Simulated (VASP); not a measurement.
**ZnS: relaxation of cell and atoms with PBE**

ZnS:

```
Zn S
1.0
     0.00000    2.72719    2.72719
     2.72719    0.00000    2.72719
     2.72719    2.72719    0.00000
Zn S
1 1
Direct
  0.25000 0.25000 0.25000
  0.00000 0.00000 0.00000
```

```json
{"Program": "VASP 6.6.1", "Task": "relaxation of cell and atoms", "Functional": "PBE", "Potentials or basis": "VASP PAW PBE potentials, release 64 (Zn, S)", "Cutoff": "520 eV", "k mesh": "4 × 4 × 4", "Occupations": "gaussian, width 0.02 eV", "Spin": "no spin polarisation", "Further INCAR settings": "ALGO = Normal; EDIFF = 1e-07; IBRION = 2; EDIFFG = -0.002; NSW = 80; ISIF = 3"}
```

```yaml
Relaxed_volume: 20.29 Å³/atom
Relaxed_cell: a = 3.857 Å, b = 3.857 Å, c = 3.857 Å, α = 60.00°, β = 60.00°, γ = 60.00°
Space_group_after_relaxing_to_0.05_Å: F-43m (No. 216)
Energy_gained_by_relaxing: 0.0 meV/atom
Ionic_steps: 2
Pressure_after_relaxing: 0.0 GPa
Band_gap_on_the_k_mesh: 1.98 eV, direct
```

Final structure:
```
Zn S
1.0
     0.00000    2.72746    2.72746
     2.72746    0.00000    2.72746
     2.72746    2.72746    0.00000
Zn S
1 1
Direct
  0.25000 0.25000 0.25000
  0.00000 0.00000 0.00000
```

Levels at points of the mesh, in eV from the valence-band top:
```tsv
k point	band 7	band 8	band 9	band 10	band 11	band 12
(0.00, 0.00, 0.00)	0.00	0.00	0.00	1.98	6.40	6.40
(0.50, 0.00, 0.00)	-5.12	-0.83	-0.83	3.24	6.92	6.92
(0.50, 0.50, 0.00)	-4.46	-2.12	-2.12	3.45	4.06	10.78
```

Wall time 8.2 s on 1 thread of AMD EPYC 7R13 Processor (Zen 3), on a shared host, peak memory 0.13 GiB.

Caveat: the k mesh is coarse (spacing up to 0.50 Å⁻¹), so the values aren't converged.
